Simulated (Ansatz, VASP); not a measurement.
MgS: VASP beside Ansatz

INCAR

```
SYSTEM = MgS
PREC = Accurate ; ENCUT = 520
EDIFF = 1E-6 ; ISMEAR = 0
SIGMA = 0.01 ; LREAL = .False.
LASPH = .True. ; NELM = 80
ALGO = Normal ; ISIF = 2
LWAVE = .False. ; LCHARG = .False.
GGA = CA ; NBANDS = 16
```

File KPOINTS:

```
Automatic mesh
0
Gamma
  6 6 4
  0 0 0
```

The input POSCAR:

```
MgS
1.0
    4.1051099626      0.0000000000      0.0000000000
   -2.0525549813      3.5551293637      0.0000000000
    0.0000000000      0.0000000000      6.5446711443
Mg S
2 2
Direct
    0.6666666667      0.3333333333      0.4957550000
    0.3333333333      0.6666666667      0.9957550000
    0.3333333333      0.6666666667      0.3792440000
    0.6666666667      0.3333333333      0.8792440000
```

Input for Ansatz:

```yaml
crystal:
  lattice:
    - [4.105109962554215, 0.0, 0.0]
    - [-2.0525549812771073, 3.5551293636705608, 0.0]
    - [0.0, 0.0, 6.544671144280109]
  atoms:
    - { symbol: Mg, position: [0.6666666666666666, 0.3333333333333333, 0.495755] }
    - { symbol: Mg, position: [0.3333333333333333, 0.6666666666666666, 0.995755] }
    - { symbol: S, position: [0.3333333333333333, 0.6666666666666666, 0.379244] }
    - { symbol: S, position: [0.6666666666666666, 0.3333333333333333, 0.879244] }
basis:
  ecutwfc: 500.0
kpoints:
  mp_grid:
    grid: [6, 6, 4]
hamiltonian:
  xc: lda
scf:
  occupations:
    method: fixed
output:
  stress: true
```

The cell comes from a database or a generator and needn't be the stable form of this composition.

Alike in both runs: task single point; functional LDA; k mesh 6 × 6 × 4; no spin polarisation.

```csv
,VASP,Ansatz
version,VASP 6.6.1,Ansatz 0.2.0
potentials or method,"VASP PAW LDA potentials, release 64 (Mg, S)","plane waves, PAW"
plane-wave cutoff (eV),520,500
occupations,"gaussian, width 0.01 eV",fixed
valence electrons in the cell,16,32
```

Ansatz gave:

```
pressure (GPa) : -4.5
```

**Question.** What did VASP give for the same quantities?

**Answer.** Pressure (GPa): -4.9.

The two sets of potentials don't hold the same shells in valence.
